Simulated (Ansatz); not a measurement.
A 5-atom cell of SrTiO3 (Pm-3m) from a materials database, relaxed with r2SCAN in the plane-wave code Ansatz. It is cubic, Pm-3m (No. 221); a = 3.907 Å in the conventional setting, 11.93 Å³ an atom. Sr has 12 O at 2.76 Å; Ti has 6 O at 1.95 Å; O has 2 Ti at 1.95 Å and 4 Sr at 2.76 Å.

The axes x, y and z are those of this cell:
```yaml
crystal:
  lattice:
    - [3.90685, 0.00000, 0.00000]
    - [0.00000, 3.90685, 0.00000]
    - [0.00000, 0.00000, 3.90685]
  atoms:
    - { symbol: Sr, position: [0.00000, 0.00000, 0.00000] }
    - { symbol: Ti, position: [0.50000, 0.50000, 0.50000] }
    - { symbol: O, position: [0.50000, 0.00000, 0.50000] }
    - { symbol: O, position: [0.50000, 0.50000, 0.00000] }
    - { symbol: O, position: [0.00000, 0.50000, 0.50000] }
```

Unstrained: The PBE gap is indirect, 1.883 eV (R to Γ), below the direct gap of 2.229 eV at Γ. With r2SCAN the valence top lies at R and the conduction bottom at Γ, 2.260 eV higher; the smallest vertical gap, at Γ, is 2.627 eV. The HSE06 gap is indirect, 3.321 eV (R to Γ), below the direct gap of 3.699 eV at Γ. Meshes: PBE 6×6×6, r2SCAN 6×6×6, HSE06 4×4×4. Strains are changes of length per length. After each strain the atoms were relaxed again with r2SCAN within the symmetry that the strain leaves, so tilts or polar shifts that break it weren't tested; points keep the names that they have in the unstrained zone. Calculated for a static, non-magnetic cell.

Problem. One strain changed the r2SCAN stress by xx +4.60, yy +16.83, zz +4.60 GPa (compression positive) and the gap by +0.008 eV (PBE), +0.023 eV (r2SCAN), +0.046 eV (HSE06). Which kind of strain was it, and roughly how large?

Solution. Uniaxial -3.88 % along y, other directions held. The pattern of the stress gives the kind; the size needs the stiffness, so it is an estimate.

Problem. Estimate what isotropic +4.36 % on every length does to the gap.

Solution. PBE: the gap goes from 1.883 to 1.630 eV (-0.253 eV). r2SCAN: the gap goes from 2.260 to 1.959 eV (-0.301 eV). HSE06: the gap goes from 3.321 to 2.980 eV (-0.341 eV). The r2SCAN energy rises by 104.3 meV an atom.

Problem. One strain changed the r2SCAN stress by xx +24.86, yy +24.86, zz -0.02 GPa (compression positive) and the gap by -0.060 eV (PBE), -0.036 eV (r2SCAN), +0.001 eV (HSE06). Which kind of strain was it, and roughly how large?

Solution. Epitaxial -4.81 % in the xy plane, free normal strain +3.38 %. The pattern of the stress gives the kind; the size needs the stiffness, so it is an estimate.

The meshes of the hybrids are coarse, so their gaps aren't converged to the digits shown.
